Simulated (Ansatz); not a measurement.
SnO₂, space group I4_1/amd: relaxations under a series of pressures, run with Ansatz 0.2.0, Python API.

Input file `sno2.cif`:
```cif
data_SnO2
_cell_length_a 5.852575
_cell_length_b 5.852575
_cell_length_c 5.852575
_cell_angle_alpha 140.03396
_cell_angle_beta 140.03396
_cell_angle_gamma 57.80174
_symmetry_space_group_name_H-M 'P 1'
_symmetry_Int_Tables_number 1
loop_
_symmetry_equiv_pos_as_xyz
'x, y, z'
loop_
_atom_site_label
_atom_site_type_symbol
_atom_site_fract_x
_atom_site_fract_y
_atom_site_fract_z
Sn1 Sn    0.750000    0.250000    0.500000
Sn2 Sn    0.000000    0.000000    0.000000
O3 O    0.796523    0.796523    0.000000
O4 O    0.953477    0.453477    0.500000
O5 O    0.203477    0.203477    0.000000
O6 O    0.546523    0.046523    0.500000
```

Script `compress.py`:
```python
# -*- coding: utf-8 -*-
"""Volume and enthalpy of SnO2 against pressure."""

import ansatz
from ase.io import read
import numpy as np

def edges_and_angles(cell):
    cell = np.asarray(cell)
    a, b, c = np.linalg.norm(cell, axis=1)
    cosines = cell[1] @ cell[2] / (b * c), cell[0] @ cell[2] / (a * c), cell[0] @ cell[1] / (a * b)
    return (a, b, c, *np.degrees(np.arccos(cosines)))

atoms = read("sno2.cif")
crystal = ansatz.Crystal.from_ase(atoms)

base = (
    crystal.calculation()
    .occupations(ansatz.OccupationsMethod.FIXED)
    .basis(38 * ansatz.Ry)
    .kpoints(6)
    .functional("pbesol")
)

# H = F + PV, with 1 GPa A^3 = 1/160.21766 eV
rows = []
for pressure in [0, 2, 4, 6, 8]:
    res = base.relax(cell=True, pressure=pressure, force_tolerance=0.05, max_steps=60).run(threads=1, pin="off")
    cell = res.lattice.cell_ang
    n_atoms = len(res.lattice.sites)
    volume = abs(np.linalg.det(cell)) / n_atoms
    enthalpy = res.report["free_energy_ev"] / n_atoms + pressure * volume / 160.21766
    rows.append((pressure, volume, enthalpy, *edges_and_angles(cell)))
    print(f"{pressure} GPa done: {volume:.4f} A^3/atom")

print(" P (GPa)  V (A^3/atom)  H (eV/atom)     a       b       c")
for row in rows:
    print("{:8.1f} {:12.4f} {:14.5f} {:7.4f} {:7.4f} {:7.4f}".format(*row[:6]))
p, v = np.array([row[0] for row in rows], float), np.array([row[1] for row in rows])
print("mean bulk modulus between rows (GPa):", np.round(-np.diff(p) / np.diff(np.log(v)), 1))
```

Its results, one of them left out:

| P (GPa) | relaxed V (Å³/atom) |
| --- | --- |
| 0 | 13.743 |
| 2 | ? |
| 4 | 13.400 |
| 6 | 13.245 |
| 8 | 13.096 |

What volume does the cell relax to at 2 GPa?

Murnaghan's form V = V0 (1 + B' P / B0)^(-1/B') through the 4 rows shown gives V0 = 13.743 Å³, B0 = 151.0 GPa and B' = 3.86, and so 13.566 Å³ an atom at 2 GPa. The run gave 13.567 Å³, 0.00 % away.

What to keep in mind:
- At a fixed pressure a relaxation lowers the enthalpy F + PV, while F alone can rise.
- This cell is a computed structure, which may not be the phase found in nature.
- Symmetry holds the cell in this phase, whether or not it is the stable one at each pressure.
- Timing: 100 s on 1 thread of Intel(R) Xeon(R) Processor @ 2.30GHz, on a shared host, peak memory 0.66 GiB.
